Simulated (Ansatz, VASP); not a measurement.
# Two plane-wave programs on Hf

```
Hf
1.0
     3.09500    0.00000    0.00000
    -1.54750    2.68035    0.00000
     0.00000    0.00000    5.20209
Hf
2
Direct
  0.66667 0.33333 0.25000
  0.33333 0.66667 0.75000
```

Alike in both runs: functional PBE; k mesh 12 × 12 × 7; occupations gaussian, width 0.1 eV; no spin polarisation.

Ansatz relaxed the structure, and its values are those at the end. VASP's run is a single point on that final structure, the one shown.

|  | VASP | Ansatz |
| --- | --- | --- |
| version | VASP 6.6.1 | Ansatz 0.2.0 |
| potentials or method | VASP PAW PBE potentials, release 64 (Hf_pv) | scalar-relativistic, plane waves, PAW |
| plane-wave cutoff (eV) | 520 | 420 |
| valence electrons in the cell | 20 | 52 |

```csv
,VASP,Ansatz,Ansatz less VASP
gap on the k mesh at the Fermi level (eV),none,none,-
pressure (GPa),4.6,5.0,+0.42
```

A gap of «none» marks a metal or a gap that the smearing closes. The two sets of potentials don't hold the same shells in valence.

Spin-orbit coupling is left out, which matters for the levels of Hf.
